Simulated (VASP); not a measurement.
# TaN (P-6m2) in VASP: notebook

Runs on TaN. Level: LDA. Tasks: single point, relaxation of cell and atoms.

All numbers are computed with VASP 6.6.1; they aren't measurements. Logs are shortened: lines on timing, memory, paths and dates and some standing lists are left out, and cuts for length are marked.

**1. The crystal as given**

Symmetry: P-6m2, No. 187, hexagonal system. Conventional cell: a = 2.907 Å, b = 2.907 Å, c = 2.852 Å, α = 90.00°, β = 90.00°, γ = 120.00°. Ta (site symmetry -6m2) has 6 N at 2.20 Å as nearest neighbours. Around N (site symmetry -6m2) lie 6 Ta at 2.20 Å.

**2. Single point, LDA**

Contents of INCAR:

```
ALGO = Normal
EDIFF = 1E-6
ENCUT = 520
ISIF = 2
ISMEAR = 0
LASPH = True
LCHARG = True
LELF = True
LREAL = False
LVHAR = True
LWAVE = False
NBANDS = 15
NELM = 100
PREC = Accurate
SIGMA = 0.1
```

Contents of KPOINTS:

```
k-points
0
Gamma
  18 18 14
```

Contents of POSCAR:

```
TaN
1.0
    2.9065858896      0.0000000000      0.0000000000
   -1.4532929448      2.5171772187      0.0000000000
    0.0000000000      0.0000000000      2.8516276406
Ta N
1 1
Direct
    0.3333333333      0.6666666667      0.5000000000
    0.0000000000      0.0000000000      0.0000000000
```

Potentials or basis: VASP PAW LDA potentials, release 64 (Ta_pv, N).

Started as:

```
cat potpaw_LDA.64/Ta_pv/POTCAR potpaw_LDA.64/N/POTCAR > POTCAR
mpirun -np 1 vasp_std > vasp.out
```

OUTCAR:

```text
EDIFF = 1E-6
   ENCUT = 520
   ISIF = 2
   ISMEAR = 0
   LASPH = True
   LREAL = False
   NELM = 100
   PREC = Accurate

 ion  position               nearest neighbor table
   1  0.333  0.667  0.500-   2 2.20   2 2.20   2 2.20   2 2.20   2 2.20   2 2.20
   2  0.000  0.000  0.000-   1 2.20   1 2.20   1 2.20   1 2.20   1 2.20   1 2.20

  LATTYP: Found a hexagonal cell.
 ALAT       =     2.9065858896
 C/A-ratio  =     0.9810918201

  Lattice vectors:

 A1 = (   2.9065858896,   0.0000000000,   0.0000000000)
 A2 = (  -1.4532929448,   2.5171772187,   0.0000000000)
 A3 = (   0.0000000000,   0.0000000000,   2.8516276406)

Analysis of symmetry for initial positions (statically):
=====================================================================
 Subroutine PRICEL returns:
 Original cell was already a primitive cell.

 Routine SETGRP: Setting up the symmetry group for a
 hexagonal supercell.

 Subroutine GETGRP returns: Found 12 space group operations
 (whereof 12 operations were pure point group operations)
 out of a pool of 24 trial point group operations.

The static configuration has the point symmetry D_3h.

Analysis of symmetry for dynamics (positions and initial velocities):
=====================================================================
 Subroutine PRICEL returns:
 Original cell was already a primitive cell.

 Routine SETGRP: Setting up the symmetry group for a
 hexagonal supercell.

 Subroutine GETGRP returns: Found 12 space group operations
 (whereof 12 operations were pure point group operations)
 out of a pool of 24 trial point group operations.

The dynamic configuration has the point symmetry D_3h.

 Subroutine INISYM returns: Found 12 space group operations
 (whereof 12 operations are pure point group operations),
 and found     1 'primitive' translations

----------------------------------------------------------------------------------------

                                     Primitive cell

  volume of cell :      20.8636

  direct lattice vectors                    reciprocal lattice vectors
     2.906585890  0.000000000  0.000000000     0.344046258  0.198635200  0.000000000
    -1.453292945  2.517177219  0.000000000     0.000000000  0.397270400  0.000000000
     0.000000000  0.000000000  2.851627641     0.000000000  0.000000000  0.350676921

  length of vectors
     2.906585890  2.906585890  2.851627641     0.397270400  0.397270400  0.350676921

  position of ions in fractional coordinates (direct lattice)
     0.333333333  0.666666667  0.500000000
     0.000000000  0.000000000  0.000000000

  ion indices of the primitive-cell ions
   primitive index   ion index
                 1           1
                 2           2

----------------------------------------------------------------------------------------

 KPOINTS: k-points

Automatic generation of k-mesh.
 Grid dimensions read from file:
 generate k-points for:   18   18   14

 Generating k-lattice:

  Cartesian coordinates                     Fractional coordinates (reciprocal lattice)
     0.019113681  0.011035289  0.000000000     0.055555556 -0.000000000  0.000000000
     0.000000000  0.022070578  0.000000000     0.000000000  0.055555556  0.000000000
     0.000000000  0.000000000  0.025048351     0.000000000  0.000000000  0.071428571

  Length of vectors
     0.022070578  0.022070578  0.025048351

  Shift w.r.t. Gamma in fractional coordinates (k-lattice)
     0.000000000  0.000000000  0.000000000

 Subroutine IBZKPT returns following result:
 ===========================================

 Found    296 irreducible k-points:

 Following reciprocal coordinates:
            Coordinates               Weight
  0.000000  0.000000  0.000000      1.000000
  0.055556  0.000000  0.000000      6.000000
  0.111111  0.000000  0.000000      6.000000
  0.166667  0.000000  0.000000      6.000000
  0.222222  0.000000  0.000000      6.000000
  0.277778  0.000000  0.000000      6.000000
[... 16 lines left out ...]
  0.333333  0.111111  0.000000     12.000000
  0.388889  0.111111  0.000000     12.000000
 [... further k-points ...]
   k-points           NKPTS =    296   k-points in BZ     NKDIM =    296   number of bands    NBANDS=     15
   number of dos      NEDOS =    301   number of ions     NIONS =      2
   total plane-waves  NPLWV =  13824
   dimension x,y,z NGX =    24 NGY =   24 NGZ =   24
   dimension x,y,z NGXF=    48 NGYF=   48 NGZF=   48
   ions per type =               1   1
   NGX,Y,Z   is equivalent  to a cutoff of  13.73, 13.73, 13.99 a.u.
   NGXF,Y,Z  is equivalent  to a cutoff of  27.45, 27.45, 27.98 a.u.
 SYSTEM =  unknown system
   PREC   = accura    normal or accurate (medium, high low for compatibility)
   ISTART =      0    job   : 0-new  1-cont  2-samecut
   ICHARG =      2    charge: 1-file 2-atom 10-const
   ISPIN  =      1    spin polarized calculation?
   LNONCOLLINEAR =      F non collinear calculations
   LSORBIT =      F    spin-orbit coupling
   LASPH  =      T    aspherical Exc in radial PAW
   ENCUT  =  520.0 eV  38.22 Ry    6.18 a.u.   5.40  5.40  5.30*2*pi/ulx,y,z
   NELM   =    100;   NELMIN=  2; NELMDL= -5     # of ELM steps
   EDIFF  = 0.1E-05   stopping-criterion for ELM
   LREAL  =      F    real-space projection
   EDIFFG = 0.1E-04   stopping-criterion for IOM
   NSW    =      0    number of steps for IOM
   IBRION =     -1    ionic relax: 0-MD 1-quasi-New 2-CG
   NFREE  =      0    steps in history (QN), initial steepest desc. (CG)
   ISIF   =      2    stress and relaxation
   ISYM   =      2    0-nonsym 1-usesym 2-fastsym
   POTIM  = 0.5000    time-step for ionic-motion
   TEBEG  =    0.0;   TEEND  =   0.0 temperature during run
   PSTRESS=    0.0 pullay stress
   NELECT =      16.0000    total number of electrons
   NUPDOWN=      -1.0000    fix difference up-down
   EMIN   =  10.00;   EMAX   =-10.00  energy-range for DOS
   EFERMI =   0.00;   METHOD = LEGACY
   ISMEAR =     0;   SIGMA  =   0.10  broadening in eV -4-tet -1-fermi 0-gaus
   EFERMI_NEDOS =   21; number of points for ismear=-14 and -15
   IALGO  =     38    algorithm
   IMIX   =      4    mixing-type and parameters
     AMIX     =   0.40;   BMIX     =  1.00
     AMIX_MAG =   1.60;   BMIX_MAG =  1.00
  volume/ion in A,a.u.               =      10.43        70.40
  Fermi-wavevector in a.u.,A,eV,Ry     =   1.498482  2.831721 30.551184  2.245449
  Thomas-Fermi vector in A             =   2.610235
   LORBIT       =      0    0 simple, 1 ext, 2 COOP (PROOUT), +10 PAW based schemes
   GGA     = CA    functional components
   LHFCALC =     F    Hartree Fock is set to
   AEXX    =    0.0000 exact exchange contribution
   IVDW    =     0    specifies the selected vdW correction
   LEPSILON=     F    determine dielectric tensor
   LRPA    =     F    only Hartree local field effects (RPA)
 non-spin polarized calculation
 Gauss-broadening in eV      SIGMA  =   0.10
  energy-cutoff  :      520.00
  volume of cell :       20.86
 maximum number of plane-waves:       581
 NGX is ok and might be reduce to    24
   NGX = 11   NGY = 11   NGZ = 11

 number of electron      16.0000000 magnetization

 Free energy of the ion-electron system (eV)
  ---------------------------------------------------
  ext. energy  EPLUGINS =         0.00000000
  ---------------------------------------------------
  free energy    TOTEN  =       -24.71743127 eV

  energy without entropy =      -24.71717392  energy(sigma->0) =      -24.71730259

 E-fermi :   8.4142     XC(G=0): -13.7577

 val. band max:        8.3699782448   @ k =   0.0000   0.0000   0.4286
 cond. band min:       8.4458292033   @ k =   0.0556   0.0000   0.5000
 fundamental gap:      0.0758509585
 Fermi energy:         8.4142131240

 k-point     1 :       0.0000    0.0000    0.0000
  band No.  band energies     occupation
      1     -26.0821      2.00000
      2     -25.7996      2.00000
      3     -25.7996      2.00000
      4      -9.3258      2.00000
      5       3.7676      2.00000
      6       3.7676      2.00000
      7       4.1064      2.00000
      8       5.5492      2.00000
      9      11.0718      0.00000
     10      12.1914      0.00000
     11      12.1914      0.00000
     12      12.5781      0.00000
     13      12.5781      0.00000
     14      20.9601      0.00000
     15      21.8917      0.00000

 k-point     2 :       0.0556    0.0000    0.0000
  band No.  band energies     occupation
      1     -26.0772      2.00000
      2     -25.8387      2.00000
      3     -25.8079      2.00000
      4      -9.2556      2.00000
      5       3.5549      2.00000
      6       3.8208      2.00000
      7       4.2171      2.00000
      8       5.4470      2.00000
      9      11.3185      0.00000
     10      12.0437      0.00000
     11      12.1998      0.00000
     12      12.5427      0.00000
     13      12.6722      0.00000
     14      20.9607      0.00000
     15      21.8719      0.00000

 k-point     3 :       0.1111    0.0000    0.0000
  band No.  band energies     occupation
      1     -26.0629      2.00000
      2     -25.9498      2.00000
      3     -25.8314      2.00000
      4      -9.0531      2.00000
      5       3.0602      2.00000
      6       3.9722      2.00000
      7       4.4686      2.00000
      8       5.1698      2.00000
      9      11.6371      0.00000
     10      11.9898      0.00000
     11      12.2345      0.00000
     12      12.4423      0.00000
     13      12.9166      0.00000
     14      20.9623      0.00000
     15      21.8217      0.00000

 k-point     4 :       0.1667    0.0000    0.0000
  band No.  band energies     occupation
      1     -26.1160      2.00000
      2     -26.0409      2.00000
      3     -25.8674      2.00000
      4      -8.7409      2.00000
      5       2.4368      2.00000
      6       4.1988      2.00000
      7       4.7844      2.00000
      8       4.8058      2.00000
      9      11.1684      0.00000
     10      12.2928      0.00000
     11      12.3213      0.00000
     12      12.8498      0.00000
     13      13.2229      0.00000
     14      20.9646      0.00000
     15      21.7898      0.00000
[... 307 lines left out ...]
 k-point    22 :       0.2778    0.1111    0.0000
  band No.  band energies     occupation
      1     -26.6975      2.00000
      2     -26.0722      2.00000
      3     -25.9502      2.00000
      4      -7.3947      2.00000
      5       0.7409      2.00000
      6       3.5586      2.00000
      7       4.4094      2.00000
      8       5.9160      2.00000
      9      10.4518      0.00000
     10      11.1690      0.00000
     11      13.4534      0.00000
     12      14.4788      0.00000
     13      15.7229      0.00000
     14      20.9718      0.00000
     15      22.4111      0.00000

 k-point    23 :       0.3333    0.1111    0.0000
  band No.  band energies     occupation
      1     -26.8247      2.00000
      2     -26.1175      2.00000
      3     -25.9292      2.00000
      4      -7.0600      2.00000
      5       0.4323      2.00000
      6       3.3238      2.00000
      7       4.2703      2.00000
      8       6.0544      2.00000
      9      10.9446      0.00000
     10      10.9527      0.00000
     11      13.5229      0.00000
     12      14.6316      0.00000
     13      16.5908      0.00000
     14      20.9654      0.00000
     15      22.0190      0.00000

 k-point    24 :       0.3889    0.1111    0.0000
  band No.  band energies     occupation
      1     -26.9064      2.00000
      2     -26.1469      2.00000
      3     -25.9153      2.00000
      4      -6.8338      2.00000
      5       0.2421      2.00000
      6       3.1772      2.00000
      7       4.1334      2.00000
      8       6.1139      2.00000
      9      10.8013      0.00000
     10      11.6594      0.00000
     11      13.2448      0.00000
     12      14.7112      0.00000
     13      17.4921      0.00000
     14      20.8749      0.00000
     15      21.1518      0.00000

 [... further k-points ...]

------------------------ aborting loop because EDIFF is reached ----------------------------------------

  FORCE on cell =-STRESS in cart. coord.  units (eV):
  Direction    XX          YY          ZZ          XY          YZ          ZX
  --------------------------------------------------------------------------------------
  -------------------------------------------------------------------------------------
  Total        0.2531970      0.2531970      0.2818546      0.0000000      0.0000000      0.0000000
  in kB       19.4437211     19.4437211     21.6444196      0.0000000      0.0000000      0.0000000
  external PRESSURE =      20.1772873 kB  Pullay stress =       0.0000000 kB

 VOLUME and BASIS-vectors are now :
 -----------------------------------------------------------------------------
  energy-cutoff  :      520.00
  volume of cell :       20.86
      direct lattice vectors                 reciprocal lattice vectors
     2.906585890  0.000000000  0.000000000     0.344046258  0.198635200  0.000000000
    -1.453292945  2.517177219  0.000000000     0.000000000  0.397270400  0.000000000
     0.000000000  0.000000000  2.851627641     0.000000000  0.000000000  0.350676921

 POSITION                                       TOTAL-FORCE (eV/Angst)
 -----------------------------------------------------------------------------------
     -0.00000      1.67812      1.42581        -0.000000     -0.000000      0.000000
      0.00000      0.00000      0.00000         0.000000      0.000000      0.000000
 -----------------------------------------------------------------------------------
    total drift:                                0.000000     -0.000000     -0.000000

  FREE ENERGIE OF THE ION-ELECTRON SYSTEM (eV)
  ---------------------------------------------------
  free  energy   TOTEN  =       -24.7174312693 eV

  energy  without entropy=      -24.7171739164  energy(sigma->0) =      -24.71730259
```

It took 24 s on 1 thread of Intel Xeon 6975P-C (Granite Rapids), shared host; peak memory 0.2 GiB.

What came out:

```yaml
Free_energy: -24.7174 eV
Pressure: 2.0 GPa
Band_gap_on_the_k_mesh: none (metal or under the smearing width)
```

Stress tensor (GPa, compression positive):
```
1.94 0.00 0.00
0.00 1.94 0.00
0.00 0.00 2.16
```

The run has no spin-orbit coupling, so splittings on Ta are missing.

(Continued in part 2 of 2.)
